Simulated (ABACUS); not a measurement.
# Sb (R-3m) in ABACUS: notebook, part 2 of 2

ABACUS 3.10.1. The steps go on from the part before.

**4. Single point, PBE**

INPUT

```
INPUT_PARAMETERS
suffix              Sb
calculation         scf
basis_type          lcao
pseudo_dir          ./
orbital_dir         ./
symmetry            1
dft_functional      pbe
ecutwfc             100
pseudo_rcut         10
nspin               1
nbands              19
ks_solver           genelpa
smearing_method     fd
smearing_sigma      0.00367493
scf_thr             1e-07
scf_nmax            100
mixing_type         broyden
mixing_beta         0.7
cal_force           1
cal_stress          1
out_mul             1
```

STRU

```
ATOMIC_SPECIES
Sb 121.7600 Sb.upf

NUMERICAL_ORBITAL
Sb_confined-atom_8au_3s3p3d1f.orb

LATTICE_CONSTANT
1.8897261246

LATTICE_VECTORS
2.1542000000 1.2437279499 3.7580000000
-2.1542000000 1.2437279499 3.7580000000
0.0000000000 -2.4874558998 3.7580000000

ATOMIC_POSITIONS
Direct

Sb
0.0
2
0.7665100000 0.7665100000 0.7665100000 1 1 1
0.2334900000 0.2334900000 0.2334900000 1 1 1
```

KPT

```
K_POINTS
0
Gamma
8 8 8 0 0 0
```

Potentials or basis: PseudoDojo NC SR 0.4.1 PBE standard, TZDP LCAO (the cutoffs set its grid).

On the command line:

```console
OMP_NUM_THREADS=1 mpirun -np 4 abacus > log
```

running log:

```text
ABACUS v3.10.1

               Atomic-orbital Based Ab-initio Computation at UStc

 ------------------------------------------------------------------------------------

 READING GENERAL INFORMATION
                           global_out_dir = OUT.Sb/
                           global_in_card = INPUT
                               pseudo_dir = ./
                              orbital_dir = ./
                                    DSIZE = 4
                                    GSIZE = 1

 READING UNITCELL INFORMATION
                                    ntype = 1
                  lattice constant (Bohr) = 1.88973
              lattice constant (Angstrom) = 1

 READING ATOM TYPE 1
[... 353 lines left out ...]
       2       -18.9519     0.00390625
       3       -18.8634     0.00390625
       4       -18.8634     0.00390625
       5       -18.8385     0.00390625
       6       -18.7502     0.00390625
[... 104 lines left out ...]
       6       -18.7562      0.0234375
[... 11 lines left out ...]
      18        13.5949    5.26890e-28
      19        15.1684    1.13491e-41

[... levels at 59 further k points ...]

 correction force for each atom along direction 1 is 4.27236e-14
 correction force for each atom along direction 2 is -1.10816e-13
 correction force for each atom along direction 3 is 2.02642e-14
------------------------------------------------------------------------------------------
 TOTAL-FORCE (eV/Angstrom)
------------------------------------------------------------------------------------------
                       Sb1         0.0000000000         0.0000000000        -0.2082167418
                       Sb2         0.0000000000         0.0000000000         0.2082167418
------------------------------------------------------------------------------------------

----------------------------------------------------------------
 TOTAL-STRESS (KBAR)
----------------------------------------------------------------
        33.7398795253         0.0000000000         0.0000000000
         0.0000000000        33.7398795247         0.0000000000
         0.0000000000         0.0000000000        28.4206464122
----------------------------------------------------------------
 TOTAL-PRESSURE: 31.966802 KBAR

 --------------------------------------------
 !FINAL_ETOT_IS -4949.8986937571353337 eV
 --------------------------------------------
```

stdout:

```text
ABACUS v3.10.1

               Atomic-orbital Based Ab-initio Computation at UStc

%%%%%%%%%%%%%%%%%%%%%%%%%%%%%%%%%%%%%%%%%%%%%%%%%%%%%%%%%%%%%%%%%%%%%%%%%%%%%%%%%%%%%%%%%%%%%%%%%%%%%%%%%
 Warning: the number of valence electrons in pseudopotential > 5 for Sb: [Kr] 4d10 5s2 5p3
[... 33 lines left out ...]
 TOTAL-STRESS (KBAR)
----------------------------------------------------------------
        33.7398795253         0.0000000000         0.0000000000
         0.0000000000        33.7398795247         0.0000000000
         0.0000000000         0.0000000000        28.4206464122
----------------------------------------------------------------
 TOTAL-PRESSURE: 31.966802 KBAR
```

mulliken.txt:

```text
 0
CALCULATE THE MULLIkEN ANALYSIS FOR EACH ATOM
 Total charge:	30
Decomposed Mulliken populations
0                             Zeta of Sb              Spin 1
s                                      0              1.8497
[... 91 lines left out ...]
SUM OVER M+Zeta                                      10.2627

fz^3                                   0              0.0016
fxz^2                                  0              0.0025
fyz^2                                  0              0.0019
fzx^2-zy^2                             0              0.0033
fxyz                                   0              0.0033
fx^3-3*xy^2                            0              0.0019
f3yx^2-y^3                             0              0.0022
SUM OVER M                                            0.0167
SUM OVER M+Zeta                                       0.0167

SUM OVER M+Zeta+L                                    15.0000

Total Charge on atom:                 Sb             15.0000
```

It took 13 s on 4 MPI ranks of AMD EPYC 7B13 (Zen 3), shared host; peak memory 0.48 GiB.

Results:

```
Free energy            : -4949.8987 eV
Pressure               : 3.2 GPa
Largest force          : 0.208 eV/Å
Band gap on the k mesh : none (metal or under the smearing width)
```

Forces on the atoms (eV/Å):
```
Sb   0.000  0.000 -0.208
Sb   0.000  0.000  0.208
```

Stress tensor (GPa, compression positive):
```
3.37 0.00 0.00
0.00 3.37 0.00
0.00 0.00 2.84
```

Caveat: the atomic orbitals were generated for these runs and aren't a published set; the basis of atomic orbitals isn't converged, which shifts pressures, moduli and gaps.

**5. Overview**

```csv
potentials or basis,cell,orbital files,gap on the mesh (eV),pressure (GPa),largest force (eV/Å)
"PseudoDojo NC SR 0.4.1 PBE standard, DZP LCAO (the cutoffs set its grid)",as given,Sb Sb_confined-atom_8au_2s2p2d.orb,none,3.8,0.32
"PseudoDojo NC SR 0.4.1 PBE standard, DZP LCAO (the cutoffs set its grid)","atoms moved at random, drawn with an rms of 0.05 Å",Sb Sb_confined-atom_8au_2s2p2d.orb,none,3.2,0.18
"PseudoDojo NC SR 0.4.1 PBE standard, TZDP LCAO (the cutoffs set its grid)",as given,Sb Sb_confined-atom_8au_3s3p3d1f.orb,none,3.2,0.21
```

Alike in all rows: task single point; level PBE; no spin polarisation; k mesh 8 × 8 × 8; cutoff (eV) 1361; smearing fermi-dirac 0.05 eV.

Caveats: the atomic orbitals were generated for these runs and aren't a published set; the basis of atomic orbitals isn't converged, which shifts pressures, moduli and gaps.

Absolute energies hang on the potentials; compare differences alone.
